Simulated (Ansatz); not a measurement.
Crystal: Yb.

```
Yb
1.0
     3.87990    0.00000    0.00000
    -1.93995    3.36009    0.00000
     0.00000    0.00000    6.38590
Yb
2
Direct
  0.66667 0.33333 0.75000
  0.33333 0.66667 0.25000
```

This isn't the form of Yb at room conditions, which is fcc.

| Property | Result |
| --- | --- |
| Program | Ansatz 0.2.0 |
| Task | relaxation of cell and atoms |
| Functional | PBEsol |
| Dispersion | D3(BJ) |
| Potentials or basis | Ansatz PAW |
| Cutoff | 420 eV (not typed: the program's choice for these potentials) |
| k mesh | 8 × 8 × 4 |
| Occupations | fermi-dirac, width 0.05 eV |
| Spin | collinear spin, ferromagnetic start |
| Starting moments | [1.0, 1.0] μB |

At the start: volume 41.63 Å³/atom.

**Question.** How do energy, volume and symmetry change on relaxing?

**Answer.** It ends after 9 steps and the volume is 29.10 Å³/atom (-30.1 %); space group P6_3/mmc (No. 194, to 0.05 Å); moment 0.00 μB per cell.

The path:
```tsv
step	energy change (eV)	largest force (eV/Å)	volume (Å³)
1	0.0000	0.0000	83.25
2	-0.2634	0.0000	73.27
3	-0.4412	0.0000	63.49
4	-0.4697	0.0000	56.71
5	-0.4728	0.0000	58.61
6	-0.4729	0.0000	58.44
7	-0.4704	0.0000	58.44
8	-0.4705	0.0000	58.21
9	-0.4704	0.0000	58.21
```

Final structure:
```
CELL_PARAMETERS angstrom
3.44809 0.00000 0.00000
-1.72404 2.98613 0.00000
0.00000 0.00000 5.65312
ATOMIC_POSITIONS crystal
Yb 0.66667 0.33333 0.75000
Yb 0.33333 0.66667 0.25000
```

Caveat: the electronic state changed during the relaxation; the volume moved by over 15 % at a fixed basis, so the end points are rough; the plane-wave basis is chosen anew once the cell has moved, so the energies of steps on either side of that aren't comparable; pairwise dispersion overbinds metals, which lowers pressure and volume; the PAW data sets come from PBE, with cores solved anew for the run's functional, which leaves a small shift of forces and pressure; the starting moments weren't kept.
